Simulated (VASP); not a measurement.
Given:

```
BaSnO3
1.0
    4.09802     0.00000     0.00000
    0.00000     4.09802     0.00000
    0.00000     0.00000     4.09802
Ba Sn O
1 1 3
Direct
  0.00000   0.00000   0.00000
  0.50000   0.50000   0.50000
  0.50000   0.00000   0.50000
  0.00000   0.50000   0.50000
  0.50000   0.50000   0.00000
```

Level of theory: LDA (Ceperley-Alder, Perdew-Zunger), VASP's LDA PAW potentials (set 64) (plane waves; VASP). Settings: 520 eV cut-off, 6×6×6 Γ-centred mesh, tetrahedra with Blöchl corrections, potentials Ba_sv Sn_d O.

The cores are frozen, which limits the accuracy of field gradients.

Task: Give the principal components of the electric field gradient (V/Å²) and the asymmetry η at each nucleus.

Result: 
```
atom    Vxx    Vyy    Vzz     η
----  -----  -----  -----  ----
Ba1     0.0    0.0    0.0     -
Sn2     0.0    0.0    0.0     -
O3    -51.5  -51.5  103.0  0.00
O4    -51.5  -51.5  103.0  0.00
O5    -51.5  -51.5  103.0  0.00
```

The compound is BaSnO3 in the cubic perovskite structure. It was relaxed first.
